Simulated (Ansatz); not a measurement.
A series in volume scale on GaN

All results are calculated (Ansatz 0.2.0). Free energy against uniform scaling of the volume at fixed shape and fractions; periodic cell, basis, potentials, k mesh and filling as listed.

The cell before it is scaled or strained (space group F-43m, No. 216):
```
cell vectors (Å)
   0.0000     2.2535     2.2535
   2.2535     0.0000     2.2535
   2.2535     2.2535     0.0000
atoms (fractions of the cell vectors)
Ga  0.00000  0.00000  0.00000
N   0.75000  0.75000  0.75000
```

Settings of every row: functional PBEsol; dispersion none; potentials PAW; wave cutoff 500 eV; density cutoff 2000 eV; k mesh 8x8x8; k shift 0x0x0; occupations fixed; smearing width 0 eV; spin none; SCF threshold exponent -10.

```csv
row,volume scale,V (Å³/atom),energy above lowest point (meV/atom)
1,0.92,10.528,?
2,0.9467,10.834,16.3
3,0.9733,11.138,2.7
4,1,11.444,0
5,1.0267,11.749,6.6
6,1.0533,12.054,21.3
7,1.08,12.359,42.9
```

Question: what energy above lowest point should row 1 give?

Worked fit of energy above lowest point. Take u = (V_r/V)^(2/3) − 1 with V_r = 11.597 Å³ an atom, which is twice the finite (Eulerian) strain; such expansions in the strain, on which the Birch-Murnaghan equation of state is built, carry the rest volume and the bulk modulus. The shown rows have u = 0.04642, 0.02729, 0.00889, -0.00864, -0.02544, -0.04154. Least squares give energy above lowest point = 2.22 − 382.6 × u + 14556 × u² + 4683 × u³ meV/atom; a parabola predicts inner rows, each left out in turn, worse (root mean square 0.13 against 0.034 meV/atom). All shown rows lie on it to the printed digit. Its lowest point lies at u = 0.0131, or V = 11.37 Å³ an atom, and the curvature there gives the bulk modulus at fixed shape and fractions, B = (4/9)(1 + u)² E″(u)/V = 189 GPa. The withheld row has u = 0.0666, so the fit gives 2.22 − 382.6 × (0.0666) + 14556 × (0.0666)² + 4683 × (0.0666)³ = 42.7 meV/atom.

The calculation gave 42.3 meV/atom. The fit lies 0.4 meV/atom (0.93 % of the column's range) above it; its largest miss of a shown row is 0.0 meV/atom. This row lies beyond the range of the fit.
